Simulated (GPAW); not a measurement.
# PbS (Cmcm) in GPAW: settings compared

Aim: see how the results for PbS move with the level of theory and the settings. Levels: LDA, PBEsol. Tasks: dielectric tensor, G0W0 quasiparticle levels.

Program: GPAW 26.7.0. These are calculated values, not measurements. Logs are shortened: lines on timing, memory, paths and dates and some standing lists are left out, and cuts for length are marked. The log counts tension as positive stress, the text compression.

### 1 The crystal as given

The structure is orthorhombic, space group Cmcm (No. 63). Conventional cell: a = 4.160 Å, b = 11.983 Å, c = 4.279 Å, α = 90.00°, β = 90.00°, γ = 90.00°. Pb (site symmetry m2m) is surrounded by 5 S at 2.69 to 2.99 Å. Around S (site symmetry m2m) lie 5 Pb at 2.69 to 2.99 Å.

Measurements of this composition are mostly on another form, of space group No. 225.

### 2 Dielectric tensor, LDA

Input file run.py:

```python
import numpy as np
from ase import Atoms
from ase.dft.bandgap import bandgap
from ase.io import write
from gpaw import GPAW, PW
from gpaw.response.df import DielectricFunction

atoms = Atoms(['Pb', 'Pb', 'S', 'S'],
              cell=[[2.079952695, -5.991296865, 0.0],
                    [2.079952695, 5.991296865, 0.0],
                    [0.0, 0.0, 4.27932094]],
              scaled_positions=[[0.13056335, 0.86943665, 0.25],
                                [0.86943665, 0.13056335, 0.75],
                                [0.35479709, 0.64520291, 0.25],
                                [0.64520291, 0.35479709, 0.75]],
              pbc=True)

calc = GPAW(mode=PW(450),
            xc='LDA',
            kpts={'size': (6, 6, 5), 'gamma': True},
            occupations={'name': 'fermi-dirac', 'width': 0.001},
            nbands=33,
            convergence={'density': 1e-06},
            maxiter=150,
            txt='gpaw.txt')
atoms.calc = calc
energy = atoms.get_potential_energy()
calc.write('gs.gpw')
write('result.traj', atoms)
print(f'Energy: {energy:.6f} eV')
print('Fermi level:', round(calc.get_fermi_level(), 4), 'eV')
print(f'Gap: {bandgap(calc)[0]:.4f} eV, direct: {bandgap(calc, direct=True)[0]:.4f} eV')

for size in [(5, 5, 5), (7, 7, 6)]:
    name = 'x'.join(str(n) for n in size)
    dense = calc.fixed_density(kpts={'size': size, 'gamma': True},
                               nbands=66, convergence={'bands': 60, 'eigenstates': 1e-7},
                               update_fermi_level=True, txt=f'dense-{name}.txt')
    dense.write(f'{name}.gpw', mode='all')
    df = DielectricFunction(f'{name}.gpw', frequencies=np.array([0.0]), hilbert=False, eta=0.001,
                            ecut=80, nbands=60, intraband=False, txt=f'df-{name}.txt')
    for xc in ['RPA', 'ALDA_X', 'LR0.1']:
        for direction in ['x', 'y', 'z', [0, 1, 1], [1, 0, 1], [1, 1, 0]]:
            e0, e = df.get_macroscopic_dielectric_constant(xc=xc, direction=direction)
            print(f'{name} {xc} {direction}: {e0:.4f} without, {e:.4f} with local fields')
```

Potentials or basis: the program's PAW data sets (release 1.2.1) made for this functional, pw.

On the command line:

```
> OMP_NUM_THREADS=1 python run.py
```

gpaw.txt:

```text
__  _  _
 | _ |_)|_||  |
 |__||  | ||/\| - 26.7.0

Input parameters:
  mode=PW(ecut=450.00000000000006),
  convergence={'density': 1e-06},
  kpts=MonkhorstPack(size=(6, 6, 5), gamma=True),
  maxiter=150,
  nbands=33,
  occupations=Occupations(name='fermi-dirac', width=0.001),
  xc=XC(name='LDA')

Diagonalizing LCAO Hamiltonian
Converting LCAO to pw mode

             Pb
         S S
       Pb

Atoms  # Å, Bohr magnetons
|   | symbol |        x |         y |        z |    initial magnetic moments |
|---|--------|----------|-----------|----------|-----------------------------|
| 0 |     Pb | 2.079953 |  4.426809 | 1.069830 | ( 0.0000,  0.0000,  0.0000) |
| 1 |     Pb | 2.079953 | -4.426809 | 3.209491 | ( 0.0000,  0.0000,  0.0000) |
| 2 |      S | 2.079953 |  1.739907 | 1.069830 | ( 0.0000,  0.0000,  0.0000) |
| 3 |      S | 2.079953 | -1.739907 | 3.209491 | ( 0.0000,  0.0000,  0.0000) |

Unit cell  # Å
| periodic |        x |         y |        z |  lengths |     angles |
|----------|----------|-----------|----------|----------|------------|
|      yes | 2.079953 | -5.991297 | 0.000000 | 6.342069 |  90.000000 |
|      yes | 2.079953 |  5.991297 | 0.000000 | 6.342069 |  90.000000 |
|      yes | 0.000000 |  0.000000 | 4.279321 | 4.279321 | 141.709848 |

Number of symmetries: 4
Symmetry operations  # r_c * U_cc + t_c -> r_c
|   | kind |            matrix            |
|---|------|------------------------------|
| 0 |  E   |  1, 0, 0,  0, 1, 0,  0, 0, 1 |
| 1 |  C2  |  0, 1, 0,  1, 0, 0,  0, 0,-1 |
| 2 |  σ   |  0,-1, 0, -1, 0, 0,  0, 0, 1 |
| 3 |  i   | -1, 0, 0,  0,-1, 0,  0, 0,-1 |

BZ-sampling:
  Number of BZ points: 180
  Number of IBZ points: 55

  Monkhorst-Pack size: [6, 6, 5]
  Monkhorst-Pack shift: [0.08333333333333333, 0.08333333333333333, 0.0]

K-points  # in reciprocal-cell coordinates
|     |                                coordinates |     weight |
|-----|--------------------------------------------|------------|
|   0 | (  0.00000000,   0.00000000,   0.00000000) | 0.00555556 |
|   1 | (  0.00000000,   0.00000000,   0.20000000) | 0.01111111 |
|   2 | (  0.00000000,   0.00000000,   0.40000000) | 0.01111111 |
|   3 | (  0.16666667,  -0.16666667,  -0.40000000) | 0.01111111 |
|   4 | (  0.16666667,  -0.16666667,  -0.20000000) | 0.01111111 |
|   5 | (  0.16666667,  -0.16666667,   0.00000000) | 0.01111111 |
|   6 | (  0.16666667,  -0.16666667,   0.20000000) | 0.01111111 |
|   7 | (  0.16666667,  -0.16666667,   0.40000000) | 0.01111111 |
|   8 | (  0.16666667,   0.00000000,  -0.40000000) | 0.02222222 |
|   9 | (  0.16666667,   0.00000000,  -0.20000000) | 0.02222222 |
| ... |                                            |            |
|  54 | (  0.50000000,   0.50000000,   0.40000000) | 0.01111111 |

Plane wave coefficients: 2333
Cutoff: 450.00000000000006 eV

Spin-components: 1 (collinear spins)
Bands:           33
Projectors:      22
Spin-degeneracy: 2
Datatype:        complex128

Parallelization:
  kpt:    1
  domain: 1
  band:   1

Density:
  Valence electrons: 40.0
  Components: 1
  Grid points: [32 32 21]
  Charge: 0.0  # |e|

Potential:
  Grid points: [32 32 21]

species:
  Pb:
    name:    Lead
    Z:       82.0
    valence: 14
    core:    68
    charge:  0.0  # [|e|]
    compensation charges:
      type: gauss
      rc: 0.38  # [Å]
      lmax: 2
    cutoffs:
      filter: 2.36  # [Å]
      core: 2.43  # [Å]
    projectors
    | kind |    occ | energy [eV] | rcut [Å] |
    |------|--------|-------------|----------|
    |   6s |  2.000 |     -12.249 |    1.259 |
    |   6p |  2.000 |      -3.713 |    1.275 |
    |   5d | 10.000 |     -21.326 |    1.217 |
    |    s |        |      14.962 |    1.259 |
    |    p |        |      23.498 |    1.275 |
    |    d |        |       5.885 |    1.217 |

    Using partial waves for Pb as LCAO basis

  S:
    name:    Sulfur
    Z:       16.0
    valence: 6
    core:    10
    charge:  0.0  # [|e|]
    compensation charges:
      type: gauss
      rc: 0.24  # [Å]
      lmax: 2
    cutoffs:
      filter: 1.77  # [Å]
      core: 1.66  # [Å]
    projectors
    | kind |    occ | energy [eV] | rcut [Å] |
    |------|--------|-------------|----------|
    |   3s |  2.000 |     -17.278 |    0.974 |
    |   3p |  4.000 |      -7.106 |    0.979 |
    |    s |        |       9.933 |    0.974 |
    |    p |        |      20.105 |    0.979 |
    |    d |        |       0.000 |    0.900 |

    Using partial waves for S as LCAO basis

Reference energy: -1155591.035148  # eV

eigensolver:
  PPCG
  Converge bands: occupied
  niter=2

density mixing:
  MSR1-Mixer
  Pratt-step length: 0.05
  Maximum mixing coefficient: 0.75
  Old densities: 10
  SVD Regularization: 0.005
  Good broyden scale: 1.0
  Trust region scale: 1.0
  Backstep threshold: 4.0
  History deletion threshold: 6.0
  Fourier metric: weight=20.0, sigma=0.015

occupation numbers:
  Fermi-Dirac:
    width: 0.0010  # eV

poisson solver:
  ecut: 3600.0000000000005  # eV

xc functional:
  name: None

convergence criteria:
- Maximum integral of absolute [dens]ity change: 1e-06 electrons / valence electron
- Maximum [total energy] change in last 3 cyles: 0.0005 eV / valence electron
- Maximum integral of absolute [eigenst]ate change: 4e-08 eV^2 / valence electron
maximum number of iterations: 150

SCF iterations
|iter     | |      energy | eigst |  dens |
|---------|-|-------------|-------|-------|
|iter:   1| |  -21.095051 | -0.07 |       |
|iter:   2| |  -20.887816 | -1.74 | -1.17 |
|iter:   3| |  -20.238157 | -1.64 | -1.23 |
|iter:   4| |  -20.228622 | -2.84 | -1.80 |
|iter:   5| |  -20.226241c| -3.46 | -2.17 |
|iter:   6| |  -20.225659c| -4.34 | -2.57 |
|iter:   7| |  -20.225666c| -5.69 | -3.40 |
|iter:   8| |  -20.225667c| -6.91 | -4.01 |
|iter:   9| |  -20.225667c| -7.85c| -4.57 |
|iter:  10| |  -20.225667c| -8.49c| -5.29 |
|iter:  11| |  -20.225667c| -8.86c| -6.00c|

Converged in 11 steps
Energy contributions relative to reference atoms: (reference = -1155591.035148)

Energy contributions:
  Kinetic:          23.602061
  Coulomb:         -25.616758
  Zero:              0.019184
  External:          0.000000
  Xc:              -18.230154
  Entropy:          -0.000000
  Spinorbit:         0.000000
  ----------------------------
  Free energy:     -20.225667
  Extrapolated:    -20.225667

dipole moment: (0.000007, 0.000000, 0.000007)  # |e|*Ang

Fermi level: 5.513
Eigenvalues  # (at kpt = [0.000, 0.000, 0.000])
| band index |      eig [eV] | occ [0-2] |
|------------|---------------|-----------|
|          0 |       -11.288 |     2.000 |
|        ... |               |           |
|         12 |        -1.836 |     2.000 |
|         13 |        -0.862 |     2.000 |
|         14 |         0.780 |     2.000 |
|         15 |         2.070 |     2.000 |
|         16 |         2.637 |     2.000 |
|         17 |         3.373 |     2.000 |
[... 8 lines left out ...]
|         26 |        10.971 |     0.000 |
|         27 |        11.880 |     0.000 |
|        ... |               |           |
|         32 |        15.616 |     0.000 |

Gap: 0.999 eV
Transition (v -> c):
  (s=0, k=54, n=19, [0.50, 0.50, 0.40]) -> (s=0, k=52, n=20, [0.50, 0.50, 0.00])
Direct/indirect transitions are different
Direct gap: 1.084 eV
Transition at: (s=0, k=54, n=19, [0.50, 0.50, 0.40])
# Writing to gs.gpw (mode='')
```

It took 13 min on 1 thread of Arm Neoverse V2, shared host; peak memory 2.3 GiB.

What came out:

```yaml
Free_energy: -20.2257 eV
Band_gap_on_the_k_mesh: 1.00 eV, indirect (least direct gap 1.08 eV)
Electronic_dielectric_tensor_diagonal: 15.19, 9.64, 15.93
```

Electronic dielectric tensor:
```
15.19  0.00  0.00
 0.00  9.64  0.00
 0.00  0.00 15.93
```

Caveat: the dielectric constant isn't converged in the k mesh; the long-wavelength limit can be off by a per cent or two; spin-orbit coupling is left out, which as a rule narrows the gap of such compounds by several tenths of an eV; an odd mesh through Γ misses points on the zone boundary, where band edges often lie; the program warned that so skewed a cell can give wrong results.

(Part 1 of 2 ends here.)
